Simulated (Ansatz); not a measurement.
Relativistic treatment of Sc

```
CELL_PARAMETERS angstrom
0.00000 2.27050 2.27050
2.27050 0.00000 2.27050
2.27050 2.27050 0.00000
ATOMIC_POSITIONS crystal
Sc 0.00000 0.00000 0.00000
```

The cell is COD entry 9008483, as deposited and not checked against the literature; nothing was relaxed.

Spin polarisation is left out, and whether a magnetic state lies lower isn't shown here.

One fixed cell is solved with PBE by LAPW (all electrons) in Ansatz 0.2.0 under different relativistic treatments. Pressure is positive in compression.

Settings: a Γ-centred 12×12×12 k mesh, Fermi–Dirac smearing of 0.03 eV, basis error target 0.25 meV/atom, no spin polarisation.

| setting | P (GPa) | lowest level at Γ above −25 eV, from the valence-band top or, without a gap, the Fermi level (eV) |
| --- | --- | --- |
| scalar-relativistic | 2.95 | -5.28 |
| non-relativistic | 2.95 | ? |
| with spin–orbit coupling | 2.95 | -5.28 |

Question: Fill in "lowest level at Γ above −25 eV, from the valence-band top or, without a gap, the Fermi level (eV)" for the row "non-relativistic".

Answer: -5.16.
